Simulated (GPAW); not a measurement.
# AlN in GPAW: the effect of functional

Crystal: AlN.

```
Al N
1.0
     0.00000    2.18399    2.18399
     2.18399    0.00000    2.18399
     2.18399    2.18399    0.00000
Al N
1 1
Direct
  0.00000 0.00000 0.00000
  0.25000 0.25000 0.25000
```

Measurements of this composition are mostly on another form, of space group No. 186.

Alike in all runs:

* Program: GPAW 26.7.0
* Task: dielectric tensor
* Cutoff: 550 eV
* Basis: pw
* k mesh: 8 × 8 × 8
* Occupations: fermi-dirac, width 0.001 eV
* Spin: no spin polarisation

Q: One run gave: dielectric constant 3.79 mean. Which functional did it use?
A. RPBE
B. AM05
C. LDA
D. PBEsol
E. GLLB-SC

A: E.

```csv
functional,potentials or basis,dielectric constant (mean)
LDA,the program's PAW data sets (release 1.2.1) made for this functional,4.42
AM05,PAW data sets generated in the run's folder for this functional,4.44
PBEsol,PAW data sets generated in the run's folder for this functional,4.46
RPBE,the program's PAW data sets (release 1.2.1) made for this functional,4.33
GLLB-SC,the program's PAW data sets (release 1.2.1) made for this functional,3.79
```

Caveats: the long-wavelength limit can be off by a per cent or two; a model potential gives levels but no total energy (some runs); response on these states lacks terms of the Hamiltonian (some runs).

Runs at the PBE level aren't shown here.
